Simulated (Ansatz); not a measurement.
# SnS2: one crystal by all-electron and frozen-core methods

The same cell of SnS2 is computed with full-potential LAPW, PAW with frozen cores and all-electron PAW on datasets made for the crystal, to set the results side by side.

Program: Ansatz 0.2.0. Level of theory: DFT PBE, scalar-relativistic. These are calculated values, not measurements.

### Step 1. Starting point

The structure is trigonal, space group P-3m1 (No. 164). The conventional cell has a = 3.598 Å, b = 3.598 Å, c = 5.494 Å, α = 90.00°, β = 90.00°, γ = 120.00°. Around Sn (site symmetry -3m) lie 6 S at 2.53 Å. S (site symmetry 3m) is surrounded by 3 Sn at 2.53 Å.

As a file:

```
CELL_PARAMETERS angstrom
3.59830 0.00000 0.00000
-1.79915 3.11622 0.00000
0.00000 0.00000 5.49400
ATOMIC_POSITIONS crystal
Sn 0.00000 0.00000 0.00000
S 0.66667 0.33333 0.26390
S 0.33333 0.66667 0.73610
```

The geometry is a database entry used as it stands. It may stem from high pressure or temperature, or be incomplete, so it serves as a test cell.

Atoms are numbered in the order of the input: Sn1, S2, S3.

### Step 2. Full-potential LAPW

input.yaml reads:

```yaml
crystal:
  lattice:
    - [3.5983003419, 0.0, 0.0]
    - [-1.7991501709, 3.1162195065, 0.0]
    - [0.0, 0.0, 5.494]
  atoms:
    - { symbol: Sn, position: [0.0, 0.0, 0.0] }
    - { symbol: S, position: [0.6666666667, 0.3333333333, 0.2639] }
    - { symbol: S, position: [0.3333333333, 0.6666666667, 0.7361] }
kpoints:
  mp_grid: { grid: [10, 10, 6] }
  band_path:
    path:
      - [0.0, 0.0, 0.0]
      - [0.5, 0.0, 0.0]
      - [0.3333333333, 0.3333333333, 0.0]
      - [0.0, 0.0, 0.0]
      - [0.0, 0.0, 0.5]
      - [0.5, 0.0, 0.5]
      - [0.3333333333, 0.3333333333, 0.5]
      - [0.0, 0.0, 0.5]
      - [0.5, 0.0, 0.5]
    npoints: 8
scf:
  occupations: { method: fermi_dirac, width: 0.01 }
hamiltonian:
  xc: pbe
  pseudopotentials: { kind: all_electron, lapw: { basis_error: 0.001 } }
output:
  forces: true
  stress: true
  eigenvalues: true
  fatbands: true
  populations: true
  dos: { projected: true, de: 0.2, e_range: [-14, 8] }
```

Command:

```
$ ansatz run input.yaml --threads 1 --pin off --max-ram 3072MiB --backend cpu --events-out ev --progress --plain --runs-dir out
```

Standard output:

```text
Sn: projections on atomic orbitals take those of the free atom 1s2 2s2 2p6 3s2 3p6 3d10 4s2 4p6 4d10 5s2 5p2, of charge +0.00 (hamiltonian.pseudopotentials.projection_atoms)
S: projections on atomic orbitals take those of the free atom 1s2 2s2 2p6 3s2 3p4, of charge +0.00 (hamiltonian.pseudopotentials.projection_atoms)
LAPW: plane waves up to 7.991 Å⁻¹, error target 1.0e-3 eV per atom; small_component_spin mean_spin; S in spheres of 1.103 Å, 14 of its electrons in bands, Dirac shells []; Sn in spheres of 1.431 Å, 22 of its electrons in bands, Dirac shells []
Engine: ansatz 0.2.0
Pseudopotentials: kind: all_electron
Pseudopotential: Sn, LAPW, valence charge 22, Koelling and Harmon's equation, gaussian nucleus
Pseudopotential: S, LAPW, valence charge 14, Koelling and Harmon's equation, gaussian nucleus
Functional definition: PBE
  parameter kappa = 0.804
  parameter beta = 0.06672455060314922
  exchange = pbe_x(kappa = kappa, mu = beta*pi^2/3)
  correlation = pbe_c(beta = beta)
Crystal: 3 atoms, lattice volume = 61.605 Å³
Basis set: ecut = 243.2820495574067 eV, 535 PW (Γ), exchange–correlation at level 2
Bands: 30, of which v1, the nominal top of the filled ones, is band 25 counted from 1 (24 counted from 0)
Symmetry: 12 space group operations
Space group: P-3m1 (ITA 164), of the structure as read, at distance tolerance 3.9e-5 Å
k-points: 72 of 600
Non-local potential: Sn, projectors of the file, none
Non-local potential: S, projectors of the file, none
Initial density: superposition of atomic densities (chi_scale 0.1, normalization cell, long waves kept (reshape's long-wave potential 0.11 eV rms))
Initial wavefunctions: plane waves of lowest kinetic energy (no species holds an atomic orbital)
Functional: x = pbe(κ = 0.804, μ = 0.2195149727645171), c = pbe(β = 0.06672455060314922)
iter 1 solved again at ethr=2.81e-3 eV; its pass at ethr=1.00e-1 eV (dr2=1.41e0 eV) is discarded
SCF iter   1: F=—  HF=-189816.183733 eV  |F-HF|=—  |Δ(HF+E_count)|=         —  Δρ=3.90e-2  dr2=1.41e0  ethr=2.81e-3  ⟨swp⟩=2.0  Hψ=14834  notcnv=0
preconditioner: auto → Resta (q_TF=auto, 2.635 Å⁻¹)  ε∞=3.2  [insulator: Δε(μ)=1.644 eV  Ē_g=16.448 eV  σ=0.010 eV  W_gap=1.00  n_scr=22 (ndim 8)  ℏωp=24.1 eV  f_vac=0.029  D(μ)=0.00/eV (n_scr^D=0)  ε∞_Penn≈3.2]
SCF iter   2: F=—  HF=-189815.700706 eV  |F-HF|=—  |Δ(HF+E_count)|=   4.83e-1  Δρ=1.66e-2  dr2=2.00e-1  ethr=2.81e-3  ⟨swp⟩=3.0  Hψ=6386  notcnv=0
SCF iter   3: F=—  HF=-189815.671072 eV  |F-HF|=—  |Δ(HF+E_count)|=   2.96e-2  Δρ=7.61e-3  dr2=4.14e-2  ethr=4.01e-4  ⟨swp⟩=2.0  Hψ=6193  notcnv=0
iter 4 solved again at ethr=3.69e-6 eV; its pass at ethr=8.28e-5 eV (dr2=1.84e-3 eV) is discarded
SCF iter   4: F=—  HF=-189815.674616 eV  |F-HF|=—  |Δ(HF+E_count)|=         —  Δρ=1.59e-3  dr2=1.83e-3  ethr=3.69e-6  ⟨swp⟩=2.0  Hψ=10844  notcnv=0
the basis was enlarged: its passes take 1.3 MiB over the memory plan, 1 of 1 planned eigensolver slots
SCF iter   5: F=—  HF=-189815.675029 eV  |F-HF|=—  |Δ(HF+E_count)|=   4.13e-4  Δρ=4.30e-4  dr2=1.24e-4  ethr=3.66e-6  ⟨swp⟩=3.0  Hψ=6366  notcnv=0
SCF iter   6: F=—  HF=-189815.675177 eV  |F-HF|=—  |Δ(HF+E_count)|=   1.49e-4  Δρ=1.83e-4  dr2=2.24e-5  ethr=2.48e-7  ⟨swp⟩=3.0  Hψ=6357  notcnv=0
SCF iter   7: F=—  HF=-189815.675225 eV  |F-HF|=—  |Δ(HF+E_count)|=   4.81e-5  Δρ=3.93e-5  dr2=1.44e-6  ethr=4.48e-8  ⟨swp⟩=3.0  Hψ=6411  notcnv=0
SCF iter   8: F=-189815.675229 eV  HF=-189815.675229 eV  |F-HF|=8.72e-8  |Δ(HF+E_count)|=   3.32e-6  Δρ=9.84e-6  dr2=8.44e-8  ethr=2.89e-9  ⟨swp⟩=3.0  Hψ=6408  notcnv=0
SCF 1 converged in 8 iterations: F = -189815.675229 eV  dr2 = 8.44e-8
NSCF: frozen V_eff on 65 k-points
SCF converged after 8 iterations
Free energy (F): -189815.675229 eV
Harris-Foulkes:  -189815.675229 eV  (|F-HF|=8.72e-8)
Internal energy: -189815.675229 eV  (E = F + TS)
E sigma→0 (E₀):  -189815.675229 eV
Fermi energy:    10.664108 eV
--- Per-component energies (eV) ---
  E_band       = -3178.793863
  E_kinetic    = 198612.865542
  E_xc         = -5896.378203
  E_electrostatic = -382532.162567  (all electrons and nuclei)
  E_smearing   = -0.000000  (= −TS)
  E_closure    = 0.000000  (closes the sum)
  E_atoms      = -189802.775228  (free atoms, spherical and without spin; not in F)
  Σ components = -189815.675229   (vs F -189815.675229, Δ=0.00e0)
  Basis errors (estimates in eV, not in F): energy 4.8e-4 per atom: plane waves 4.4e-4 (2.5e-4 summed), levels above the bands 1.6e-277, relativity 2.1e-8, radial functions 4.3e-5, core shells 2.2e-8; eigenvalues (radial functions only) 5.1e-6; not estimated: angular momenta, meshes, grids; target (lapw.basis_error) 1.0e-3; muffin-tin radii S 1.103 Å, Sn 1.431 Å
--- Forces (eV/Å), atoms counted from 1 ---
  atom   1  Sn     0.00000000     0.00000000     0.00000000
  atom   2  S      0.00000000     0.00000000     0.45163320
  atom   3  S     -0.00000000    -0.00000000    -0.45163320
  max |Σ_I F_I| component: 5.55e-17 eV/Å
--- Stress (GPa, compression-positive) ---
        9.125688      -0.000000       0.000000
       -0.000000       9.125688       0.000000
        0.000000       0.000000       9.355012
  P = ⅓ Tr σ = 9.2021 GPa (92.021 kbar)
--- Band table (eV; the first three rows and the last of 72) ---
  k-point 0: bands = ["-194.7214", "-194.7214", "-139.5060", "-139.5060", "-139.5060", "-139.5060", "-139.4676", "-139.4676", "-119.1182", "-74.9189", "-74.9189", "-74.9128", "-11.2530", "-11.2530", "-11.2021", "-11.1689", "-11.1689", "-4.5100", "-2.0686", "3.7005", "9.0597", "9.0597", "9.2473", "9.2473", "10.1169", "11.9285", "13.3620", "15.3290", "15.3290", "19.0167"]
  k-point 1: bands = ["-194.7214", "-194.7214", "-139.5060", "-139.5060", "-139.5060", "-139.5060", "-139.4676", "-139.4676", "-119.1182", "-74.9189", "-74.9189", "-74.9128", "-11.2530", "-11.2530", "-11.2019", "-11.1689", "-11.1689", "-4.4432", "-2.2382", "4.0365", "8.9890", "8.9890", "9.3435", "9.3435", "9.4083", "12.4234", "13.4122", "15.1993", "15.1993", "18.8795"]
  k-point 2: bands = ["-194.7214", "-194.7214", "-139.5060", "-139.5060", "-139.5060", "-139.5060", "-139.4676", "-139.4676", "-119.1182", "-74.9189", "-74.9189", "-74.9128", "-11.2530", "-11.2530", "-11.2016", "-11.1689", "-11.1689", "-4.2815", "-2.5856", "4.8537", "8.2033", "8.9120", "8.9120", "9.4729", "9.4729", "13.0489", "13.5108", "14.9615", "14.9615", "18.4342"]
  k-point 71: bands = ["-194.7214", "-194.7214", "-139.5060", "-139.5060", "-139.5060", "-139.5060", "-139.4676", "-139.4676", "-119.1182", "-74.9195", "-74.9194", "-74.9127", "-11.2987", "-11.2666", "-11.1784", "-11.1620", "-11.1376", "-1.8852", "-1.6330", "2.5223", "5.1072", "5.3642", "6.0107", "9.5651", "9.6091", "13.1495", "15.0685", "15.2542", "16.8071", "18.2878"]
--- Löwdin populations: 3 sites ---
  site symbol       q [e]
     0     Sn     49.2434
     1      S     16.3043
     2      S     16.3043
  spilling = 0.001804 (of n_electrons = 82.000000)
```

It took 45 s on 1 thread, shared host.

In short: pressure 9.20 GPa; gap 1.10 eV; largest force 0.452 eV/Å.

At the corners of the path (eV, zero at the valence-band top):

| point | band 22 | band 23 | band 24 | band 25 | band 26 | band 27 | band 28 |
| --- | --- | --- | --- | --- | --- | --- | --- |
| Γ | -1.06 | -0.87 | -0.87 | 0.00 | 1.81 | 3.24 | 5.21 |
| M | -3.53 | -3.18 | -1.76 | -0.58 | 1.61 | 4.14 | 5.31 |
| K | -3.97 | -3.66 | -2.21 | -2.21 | 1.46 | 7.00 | 7.00 |
| Γ | -1.06 | -0.87 | -0.87 | 0.00 | 1.81 | 3.24 | 5.21 |
| A | -1.24 | -1.24 | -0.59 | -0.59 | 3.19 | 3.43 | 4.73 |
| L | -2.86 | -2.07 | -1.25 | -1.24 | 1.39 | 4.31 | 5.12 |
| H | -4.88 | -4.35 | -0.49 | -0.49 | 3.13 | 4.98 | 4.98 |
| A | -1.24 | -1.24 | -0.59 | -0.59 | 3.19 | 3.43 | 4.73 |
| L | -2.86 | -2.07 | -1.25 | -1.24 | 1.39 | 4.31 | 5.12 |

States per cell, counted by energy window (eV from the valence-band top, on a grid of 0.20 eV):

| from | to | total | S 3p | Sn 5p | Sn 5s | S 3s |
| --- | --- | --- | --- | --- | --- | --- |
| -10 | -9 | 0.00 | 0.00 | 0.00 | 0.00 | 0.00 |
| -9 | -8 | 0.00 | 0.00 | 0.00 | 0.00 | 0.00 |
| -8 | -7 | 0.97 | 0.39 | 0.00 | 0.47 | 0.09 |
| -7 | -6 | 0.77 | 0.32 | 0.00 | 0.28 | 0.16 |
| -6 | -5 | 0.74 | 0.41 | 0.15 | 0.07 | 0.10 |
| -5 | -4 | 1.34 | 0.87 | 0.37 | 0.01 | 0.07 |
| -4 | -3 | 2.01 | 1.45 | 0.43 | 0.02 | 0.07 |
| -3 | -2 | 1.84 | 1.45 | 0.29 | 0.02 | 0.06 |
| -2 | -1 | 2.38 | 2.14 | 0.14 | 0.02 | 0.04 |
| -1 | 0 | 1.96 | 1.87 | 0.02 | 0.01 | 0.02 |
| 0 | 1 | 0.00 | 0.00 | 0.00 | 0.00 | 0.00 |
| 1 | 2 | 0.80 | 0.42 | 0.02 | 0.28 | 0.01 |
| 2 | 3 | 1.20 | 0.62 | 0.05 | 0.44 | 0.02 |
| 3 | 4 | 0.09 | 0.01 | 0.05 | 0.00 | 0.02 |
| 4 | 5 | 1.46 | 0.28 | 0.76 | 0.01 | 0.16 |
| 5 | 6 | 2.61 | 0.56 | 1.20 | 0.01 | 0.10 |

[end of part 1 of 2]
